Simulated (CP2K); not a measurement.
Crystal: ZrO2.

```
Zr O
1.0
     3.59928    0.00000    0.00000
     1.79964    3.11706    0.00000
     1.79964    1.03902    2.93880
Zr O
1 2
Direct
  0.00000 0.00000 0.00000
  0.75000 0.75000 0.75000
  0.25000 0.25000 0.25000
```

Measurements of this composition are mostly on another form, of space group No. 14.

Base run:

```yaml
Program: CP2K 2026.2
Functional: PBEsol
Potentials_or_basis: POTENTIAL_UZH Zr GTH-PBE-q12, O GTH-PBE-q6; TZVP-MOLOPT-PBE-GTH basis
Density_cutoff: 11565 eV
k_mesh: 9 × 9 × 9
Occupations: fermi-dirac, width 0.05 eV
Spin: no spin polarisation
```

Its results: band gap on the k mesh 3.43 eV, indirect (least direct gap 3.91 eV); pressure -0.7 GPa.

**Question.** The run is repeated on the same cell with these changes: functional from PBEsol to LDA. What comes out?

**Answer.** Band gap on the k mesh 3.37 eV, indirect (least direct gap 3.86 eV); pressure -4.6 GPa.

LDA binds more tightly than PBEsol, so the same cell stands under less pressure.

Caveats: the potentials were made for another functional, which shifts forces and pressure; an odd mesh through Γ misses points on the zone boundary, where band edges often lie; the basis of atomic orbitals isn't converged, which shifts pressures, moduli and gaps.
